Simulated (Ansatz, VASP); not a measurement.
**MoS2: VASP beside Ansatz**

```
CELL_PARAMETERS angstrom
3.12232 0.00000 0.00000
-1.56116 2.70401 0.00000
0.00000 0.00000 12.08258
ATOMIC_POSITIONS crystal
Mo 0.66667 0.33333 0.25000
Mo 0.33333 0.66667 0.75000
S 0.66667 0.33333 0.62137
S 0.33333 0.66667 0.37863
S 0.66667 0.33333 0.87863
S 0.33333 0.66667 0.12137
```

Alike in both runs: functional LDA; k mesh 12 × 12 × 2; occupations gaussian, width 0.02 eV; no spin polarisation.

Ansatz relaxed the structure, and its values are those at the end. VASP's run is a single point on that final structure, the one shown.

|  | VASP | Ansatz |
| --- | --- | --- |
| version | VASP 6.6.1 | Ansatz 0.2.0 |
| potentials or method | VASP PAW LDA potentials, release 64 (Mo_sv, S) | scalar-relativistic, plane waves, PAW |
| plane-wave cutoff (eV) | 520 | 420 |
| valence electrons in the cell | 52 | 52 |

VASP gave:

```
gap on the k mesh at the Fermi level (eV) : 0.74
least direct gap on the mesh (eV)         : 1.77
pressure (GPa)                            : 0.1
rms of the force components (eV/Å)        : 0.007
```

Problem. What did Ansatz give for the same quantities?

Solution. gap on the k mesh at the Fermi level (eV): 0.73; least direct gap on the mesh (eV): 1.76; pressure (GPa): 0.0; rms of the force components (eV/Å): 0.000.

Ansatz warned: «pseudo_functional_mismatch».

A k mesh can miss the band edges.
